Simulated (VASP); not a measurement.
# Li2S (Fm-3m) in VASP: single point with r2SCAN

Aim: the single point of Li2S with r2SCAN.

All numbers are computed with VASP 6.6.1; they aren't measurements. Logs are shortened: lines on timing, memory, paths and dates and some standing lists are left out, and cuts for length are marked.

## 1. The crystal as given

The structure is cubic, space group Fm-3m (No. 225). The conventional cell has a = 5.700 Å, b = 5.700 Å, c = 5.700 Å, α = 90.00°, β = 90.00°, γ = 90.00°. Around Li (site symmetry -43m) lie 4 S at 2.47 Å. S (site symmetry m-3m) is surrounded by 8 Li at 2.47 Å.

## 2. Single point, r2SCAN

POSCAR

```
Li2S
1.0
    0.0000000000      2.8498200800      2.8498200800
    2.8498200800      0.0000000000      2.8498200800
    2.8498200800      2.8498200800      0.0000000000
Li S
2 1
Direct
    0.2500000000      0.2500000000      0.2500000000
    0.7500000000      0.7500000000      0.7500000000
    0.0000000000      0.0000000000      0.0000000000
```

INCAR.step1

```
ALGO = Normal
EDIFF = 1E-4
ENCUT = 520
GGA = PE
ISMEAR = -1
LASPH = T
LCHARG = F
LREAL = F
LWAVE = T
NBANDS = 13
NELM = 100
PREC = Accurate
SIGMA = 0.1
```

INCAR.step2

```
ALGO = Normal
EDIFF = 1E-7
ENCUT = 520
ISIF = 2
ISMEAR = -1
ISTART = 1
LASPH = T
LCHARG = T
LELF = T
LMIXTAU = T
LREAL = F
LVHAR = T
LWAVE = F
METAGGA = R2SCAN
NBANDS = 13
NELM = 100
PREC = Accurate
SIGMA = 0.1
```

KPOINTS

```
k-points
0
Gamma
  8 8 8
```

Potentials or basis: VASP PAW PBE potentials, release 64 (Li_sv, S).

Started as:

```bash
$ cat potpaw_PBE.64/Li_sv/POTCAR potpaw_PBE.64/S/POTCAR > POTCAR
$ cp INCAR.step1 INCAR
$ mpirun -np 1 vasp_std > vasp.out
$ cp INCAR.step2 INCAR
$ mpirun -np 1 vasp_std > vasp.out
```

OUTCAR:

```text
EDIFF = 1E-7
   ENCUT = 520
   ISIF = 2
   ISMEAR = -1
   ISTART = 1
   LASPH = T
   LREAL = F
   METAGGA = R2SCAN
   NELM = 100
   PREC = Accurate

 ion  position               nearest neighbor table
   1  0.250  0.250  0.250-   3 2.47   3 2.47   3 2.47   3 2.47
   2  0.750  0.750  0.750-   3 2.47   3 2.47   3 2.47   3 2.47
   3  0.000  0.000  0.000-   2 2.47   2 2.47   2 2.47   1 2.47   2 2.47   1 2.47   1 2.47   1 2.47

  LATTYP: Found a face centered cubic cell.
 ALAT       =     5.6996401600

  Lattice vectors:

 A1 = (   0.0000000000,   2.8498200800,   2.8498200800)
 A2 = (   2.8498200800,   0.0000000000,   2.8498200800)
 A3 = (   2.8498200800,   2.8498200800,   0.0000000000)

Analysis of symmetry for initial positions (statically):
=====================================================================
 Subroutine PRICEL returns:
 Original cell was already a primitive cell.

 Routine SETGRP: Setting up the symmetry group for a
 face centered cubic supercell.

 Subroutine GETGRP returns: Found 48 space group operations
 (whereof 48 operations were pure point group operations)
 out of a pool of 48 trial point group operations.

The static configuration has the point symmetry O_h .

Analysis of symmetry for dynamics (positions and initial velocities):
=====================================================================
 Subroutine PRICEL returns:
 Original cell was already a primitive cell.

 Routine SETGRP: Setting up the symmetry group for a
 face centered cubic supercell.

 Subroutine GETGRP returns: Found 48 space group operations
 (whereof 48 operations were pure point group operations)
 out of a pool of 48 trial point group operations.

The dynamic configuration has the point symmetry O_h .

 Subroutine INISYM returns: Found 48 space group operations
 (whereof 48 operations are pure point group operations),
 and found     1 'primitive' translations

----------------------------------------------------------------------------------------

                                     Primitive cell

  volume of cell :      46.2895

  direct lattice vectors                    reciprocal lattice vectors
     0.000000000  2.849820080  2.849820080    -0.175449673  0.175449673  0.175449673
     2.849820080  0.000000000  2.849820080     0.175449673 -0.175449673  0.175449673
     2.849820080  2.849820080  0.000000000     0.175449673  0.175449673 -0.175449673

  length of vectors
     4.030254207  4.030254207  4.030254207     0.303887747  0.303887747  0.303887747

  position of ions in fractional coordinates (direct lattice)
     0.250000000  0.250000000  0.250000000
     0.750000000  0.750000000  0.750000000
     0.000000000  0.000000000  0.000000000

  ion indices of the primitive-cell ions
   primitive index   ion index
                 1           1
                 2           2
                 3           3

----------------------------------------------------------------------------------------

 KPOINTS: k-points

Automatic generation of k-mesh.
 Grid dimensions read from file:
 generate k-points for:    8    8    8

 Generating k-lattice:

  Cartesian coordinates                     Fractional coordinates (reciprocal lattice)
    -0.021931209  0.021931209  0.021931209     0.125000000  0.000000000  0.000000000
     0.021931209 -0.021931209  0.021931209     0.000000000  0.125000000  0.000000000
     0.021931209  0.021931209 -0.021931209     0.000000000  0.000000000  0.125000000

  Length of vectors
     0.037985968  0.037985968  0.037985968

  Shift w.r.t. Gamma in fractional coordinates (k-lattice)
     0.000000000  0.000000000  0.000000000

 Subroutine IBZKPT returns following result:
 ===========================================

 Found     29 irreducible k-points:

 Following reciprocal coordinates:
            Coordinates               Weight
  0.000000  0.000000  0.000000      1.000000
  0.125000  0.000000  0.000000      8.000000
  0.250000  0.000000  0.000000      8.000000
  0.375000  0.000000  0.000000      8.000000
  0.500000  0.000000  0.000000      4.000000
  0.125000  0.125000  0.000000      6.000000
[... 16 lines left out ...]
  0.500000  0.250000  0.125000     48.000000
 -0.375000  0.250000  0.125000     24.000000
 [... further k-points ...]
   k-points           NKPTS =     29   k-points in BZ     NKDIM =     29   number of bands    NBANDS=     13
   number of dos      NEDOS =    301   number of ions     NIONS =      3
   total plane-waves  NPLWV =  27000
   dimension x,y,z NGX =    30 NGY =   30 NGZ =   30
   dimension x,y,z NGXF=    60 NGYF=   60 NGZF=   60
   ions per type =               2   1
   NGX,Y,Z   is equivalent  to a cutoff of  12.37, 12.37, 12.37 a.u.
   NGXF,Y,Z  is equivalent  to a cutoff of  24.75, 24.75, 24.75 a.u.
 SYSTEM =  unknown system
   PREC   = accura    normal or accurate (medium, high low for compatibility)
   ISTART =      1    job   : 0-new  1-cont  2-samecut
   ICHARG =      0    charge: 1-file 2-atom 10-const
   ISPIN  =      1    spin polarized calculation?
   LNONCOLLINEAR =      F non collinear calculations
   LSORBIT =      F    spin-orbit coupling
   LASPH  =      T    aspherical Exc in radial PAW
   ENCUT  =  520.0 eV  38.22 Ry    6.18 a.u.   7.49  7.49  7.49*2*pi/ulx,y,z
   NELM   =    100;   NELMIN=  2; NELMDL=  0     # of ELM steps
   EDIFF  = 0.1E-06   stopping-criterion for ELM
   LREAL  =      F    real-space projection
   EDIFFG = 0.1E-05   stopping-criterion for IOM
   NSW    =      0    number of steps for IOM
   IBRION =     -1    ionic relax: 0-MD 1-quasi-New 2-CG
   NFREE  =      0    steps in history (QN), initial steepest desc. (CG)
   ISIF   =      2    stress and relaxation
   ISYM   =      2    0-nonsym 1-usesym 2-fastsym
   POTIM  = 0.5000    time-step for ionic-motion
   TEBEG  =    0.0;   TEEND  =   0.0 temperature during run
   PSTRESS=    0.0 pullay stress
   NELECT =      12.0000    total number of electrons
   NUPDOWN=      -1.0000    fix difference up-down
   EMIN   =  10.00;   EMAX   =-10.00  energy-range for DOS
   EFERMI =   0.00;   METHOD = LEGACY
   ISMEAR =    -1;   SIGMA  =   0.10  broadening in eV -4-tet -1-fermi 0-gaus
   EFERMI_NEDOS =   21; number of points for ismear=-14 and -15
   IALGO  =     38    algorithm
   IMIX   =      4    mixing-type and parameters
     AMIX     =   0.40;   BMIX     =  1.00
     AMIX_MAG =   1.60;   BMIX_MAG =  1.00
  volume/ion in A,a.u.               =      15.43       104.13
  Fermi-wavevector in a.u.,A,eV,Ry     =   1.043857  1.972604 14.825426  1.089638
  Thomas-Fermi vector in A             =   2.178585
   LORBIT       =      0    0 simple, 1 ext, 2 COOP (PROOUT), +10 PAW based schemes
   METAGGA = R2SCAN    functional components
   LHFCALC =     F    Hartree Fock is set to
   AEXX    =    0.0000 exact exchange contribution
   IVDW    =     0    specifies the selected vdW correction
   LEPSILON=     F    determine dielectric tensor
   LRPA    =     F    only Hartree local field effects (RPA)
 non-spin polarized calculation
  energy-cutoff  :      520.00
  volume of cell :       46.29
 maximum number of plane-waves:      1283
 NGX is ok and might be reduce to    30
   NGX = 15   NGY = 15   NGZ = 15

 number of electron      11.9999987 magnetization

 Free energy of the ion-electron system (eV)
  ---------------------------------------------------
  ext. energy  EPLUGINS =         0.00000000
  ---------------------------------------------------
  free energy    TOTEN  =       -17.38156948 eV

  energy without entropy =      -17.38156948  energy(sigma->0) =      -17.38156948

 E-fermi :   3.2145     XC(G=0):  -8.9073

 val. band max:        1.1841966062   @ k =   0.0000   0.0000   0.0000
 cond. band min:       5.0448495392   @ k =   0.5000   0.5000   0.0000
 fundamental gap:      3.8606529329
 Fermi energy:         3.2145172004

 k-point     1 :       0.0000    0.0000    0.0000
  band No.  band energies     occupation
      1     -44.4312      2.00000
      2     -44.3903      2.00000
      3     -10.2890      2.00000
      4       1.1841      2.00000
      5       1.1841      2.00000
      6       1.1842      2.00000
      7       6.2106      0.00000
      8       8.0921      0.00000
      9       8.0921      0.00000
     10       8.0927      0.00000
     11      12.9348      0.00000
     12      12.9348      0.00000
     13      14.6058      0.00000

 k-point     2 :       0.1250    0.0000    0.0000
  band No.  band energies     occupation
      1     -44.4296      2.00000
      2     -44.3918      2.00000
      3     -10.2315      2.00000
      4       0.6068      2.00000
      5       1.0974      2.00000
      6       1.0974      2.00000
      7       6.6299      0.00000
      8       8.3351      0.00000
      9       8.3356      0.00000
     10       8.4606      0.00000
     11      12.0422      0.00000
     12      12.0424      0.00000
     13      14.7482      0.00000

 k-point     3 :       0.2500    0.0000    0.0000
  band No.  band energies     occupation
      1     -44.4249      2.00000
      2     -44.3959      2.00000
      3     -10.0844      2.00000
      4      -0.4817      2.00000
      5       0.9078      2.00000
      6       0.9079      2.00000
      7       7.3176      0.00000
      8       8.6503      0.00000
      9       8.6508      0.00000
     10       9.3370      0.00000
     11      11.7107      0.00000
     12      11.7109      0.00000
     13      15.1903      0.00000
[... 305 lines left out ...]
 k-point    23 :       0.5000    0.2500    0.1250
  band No.  band energies     occupation
      1     -44.4162      2.00000
      2     -44.4036      2.00000
      3      -9.8414      2.00000
      4      -1.1507      2.00000
      5      -0.0308      2.00000
      6       0.4319      2.00000
      7       7.4751      0.00000
      8       8.7133      0.00000
      9       9.9588      0.00000
     10      10.3777      0.00000
     11      11.9945      0.00000
     12      14.5608      0.00000
     13      15.7928      0.00000

 k-point    24 :      -0.3750    0.2500    0.1250
  band No.  band energies     occupation
      1     -44.4098      2.00000
      2     -44.4097      2.00000
      3      -9.7836      2.00000
      4      -1.3873      2.00000
      5      -0.0482      2.00000
      6       0.2830      2.00000
      7       7.5786      0.00000
      8       8.5991      0.00000
      9      10.3086      0.00000
     10      10.9673      0.00000
     11      12.4092      0.00000
     12      13.8173      0.00000
     13      15.4406      0.00000

 [... further k-points ...]
[... 5 lines left out ...]
  --------------------------------------------------------------------------------------
  -------------------------------------------------------------------------------------
  Total       -0.0958178     -0.0958178     -0.0958178      0.0000000      0.0000000     -0.0000000
  in kB       -3.3164569     -3.3164569     -3.3164569      0.0000000      0.0000000     -0.0000000
  external PRESSURE =      -3.3164569 kB  Pullay stress =       0.0000000 kB

 VOLUME and BASIS-vectors are now :
 -----------------------------------------------------------------------------
  energy-cutoff  :      520.00
  volume of cell :       46.29
      direct lattice vectors                 reciprocal lattice vectors
     0.000000000  2.849820080  2.849820080    -0.175449673  0.175449673  0.175449673
     2.849820080  0.000000000  2.849820080     0.175449673 -0.175449673  0.175449673
     2.849820080  2.849820080  0.000000000     0.175449673  0.175449673 -0.175449673

 POSITION                                       TOTAL-FORCE (eV/Angst)
 -----------------------------------------------------------------------------------
      1.42491      1.42491      1.42491        -0.000000     -0.000000     -0.000000
      4.27473      4.27473      4.27473         0.000000      0.000000      0.000000
      0.00000      0.00000      0.00000        -0.000000     -0.000000     -0.000000
 -----------------------------------------------------------------------------------
    total drift:                                0.000000     -0.000000      0.000000

  FREE ENERGIE OF THE ION-ELECTRON SYSTEM (eV)
  ---------------------------------------------------
  free  energy   TOTEN  =       -17.3815694825 eV

  energy  without entropy=      -17.3815694819  energy(sigma->0) =      -17.38156948
```

Wall time 75 s (1 thread of Intel Xeon Platinum 8488C (Sapphire Rapids), shared host); peak memory 0.17 GiB.

Results:

* Free energy: -17.3816 eV
* Band gap on the k mesh: 3.86 eV, indirect (least direct gap 5.03 eV)

Caveat: the cutoff is under 1.25 times the usual one of these potentials, so pressure, stress and relaxed cells hold a basis-set (Pulay) error; the PAW data sets were made with another functional, which shifts forces and pressure a little.
